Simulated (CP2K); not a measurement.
Runs of CP2K 2026.2 on Sn. It takes space group Fd-3m (No. 227, cubic). The conventional cell has a = 6.467 Å, b = 6.467 Å, c = 6.467 Å, α = 90.00°, β = 90.00°, γ = 90.00°. Around Sn (site symmetry -43m) lie 4 Sn at 2.80 Å. This isn't the form of Sn at room conditions, which is tetragonal (white tin).

```tsv
task	level	potentials or basis	smearing	EPS_DEFAULT	NGRIDS	basis sets	potentials	points a segment of the path (NPOINTS)	gap on the mesh (eV)	pressure (GPa)
band structure	PBEsol	POTENTIAL_UZH Sn GTH-PBE-q4; TZVP-MOLOPT-PBE-GTH basis	fermi-dirac 0.0259 eV	1.0E-9	4	Sn TZVP-MOLOPT-PBE-GTH-q4	Sn GTH-PBE-q4 of POTENTIAL_UZH	8	none	3.8
single point	PBE	POTENTIAL_UZH Sn GTH-PBE-q4; TZVP-MOLOPT-PBE-GTH basis	fermi-dirac 0.05 eV	1.0E-10	5	Sn TZVP-MOLOPT-PBE-GTH-q4	Sn GTH-PBE-q4 of POTENTIAL_UZH	-	none	4.2
band structure	PBE	POTENTIAL_UZH Sn GTH-PBE-q4; TZVP-MOLOPT-PBE-GTH basis	fermi-dirac 0.0259 eV	1.0E-9	5	Sn TZVP-MOLOPT-PBE-GTH-q4	Sn GTH-PBE-q4 of POTENTIAL_UZH	10	none	4.1
band structure	r2SCAN	POTENTIAL_UZH Sn GTH-SCAN-q4; TZVP-MOLOPT-SCAN-GTH basis	fermi-dirac 0.05 eV	1.0E-10	5	Sn TZVP-MOLOPT-SCAN-GTH-q4	Sn GTH-SCAN-q4 of POTENTIAL_UZH	8	none	(a)
```

Alike in all rows: no spin polarisation; cell as given; k mesh 7 × 7 × 7.

Estimate the missing entries.

(a) -0.8.

Caveats: the basis of atomic orbitals isn't converged, which shifts pressures, moduli and gaps; the potentials were made for another functional, which shifts forces and pressure (some runs).

A k mesh can miss the band edges, and the runs leave out spin-orbit coupling on Sn.

A gap of «none» marks a metal or a gap under the smearing width.

Not every run made on this cell is shown here.
